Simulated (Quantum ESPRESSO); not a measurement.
MoS2 in Quantum ESPRESSO: the effect of Hubbard term

MoS2:

```xyz
3
Lattice="1.5800 0.9122 6.1500 -1.5800 0.9122 6.1500 0.0000 -1.8244 6.1500" Properties=species:S:1:pos:R:3 pbc="T T T"
Mo    0.0000    0.0000    0.0000
S     0.0000    0.0000    7.6936
S     0.0000    0.0000    4.6125
```

Measurements of this composition are mostly on another form, of space group No. 194.

Alike in all runs:

```yaml
Program: Quantum ESPRESSO 7.5
Task: single point
Functional: PBEsol
Potentials_or_basis: GBRV 1.5 PBEsol
Cutoff: 612 eV
Density_cutoff: 4898 eV
k_mesh: 10 × 10 × 10
Occupations: fermi-dirac, width 0.05 eV
Spin: no spin polarisation
Hubbard_projectors: ortho-atomic
Mixing_beta: 0.3
Most_SCF_iterations: 120
SCF_threshold: 6e-10 Ry
```

| Hubbard term | gap on the mesh (eV) | pressure (GPa) |
| --- | --- | --- |
| none | 0.91 | 0.0 |
| Mo d U = 1 eV | 0.93 | 0.0 |
| Mo d U = 2 eV | 0.95 | 0.1 |
| Mo d U = 3 eV | 0.98 | 0.1 |
| Mo d U = 4 eV | 0.96 | 0.2 |
| Mo d U = 5 eV | 0.93 | 0.3 |
| Mo d U = 6 eV | 0.89 | 0.5 |
| Mo d U = 8 eV | ? | ? |

**Question.** What does the run with Hubbard term Mo d U = 8 eV give?

**Answer.** gap on the mesh 0.81 eV; pressure 2.7 GPa.

Worked out: A parabola through the other rows of the gap on the mesh, of slope -0.0792 eV per eV there, extrapolates to 0.76 eV, against the run's 0.81. The fit is too stiff a form for this range. A parabola through the other rows of the pressure, of slope 0.221 GPa per eV there, extrapolates to 0.9 GPa, against the run's 2.7. The fit is too stiff a form for this range.

A k mesh can miss the band edges.

A gap of «none» marks a metal or a gap under the smearing width.
